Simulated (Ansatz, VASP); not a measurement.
# One calculation of TiN, two programs

```
Ti N
1.0
     0.00000    2.08630    2.08630
     2.08630    0.00000    2.08630
     2.08630    2.08630    0.00000
Ti N
1 1
Direct
  0.00000 0.00000 0.00000
  0.50000 0.50000 0.50000
```

Alike in both runs: functional LDA; k mesh 8 × 8 × 8; occupations gaussian, width 0.1 eV; no spin polarisation.

Ansatz relaxed the structure, and its values are those at the end. VASP's run is a single point on that final structure, the one shown.

|  | VASP | Ansatz |
| --- | --- | --- |
| version | VASP 6.6.1 | Ansatz 0.2.0 |
| potentials or method | VASP PAW LDA potentials, release 64 (Ti_sv, N) | scalar-relativistic, plane waves, PAW |
| plane-wave cutoff (eV) | 520 | 420 |
| valence electrons in the cell | 17 | 17 |

|  | VASP | Ansatz | Ansatz less VASP |
| --- | --- | --- | --- |
| gap on the k mesh at the Fermi level (eV) | none | none | - |
| pressure (GPa) | 1.1 | 0.0 | -1.03 |

A gap of «none» marks a metal or a gap that the smearing closes. Ansatz warned: «pseudo_functional_mismatch».
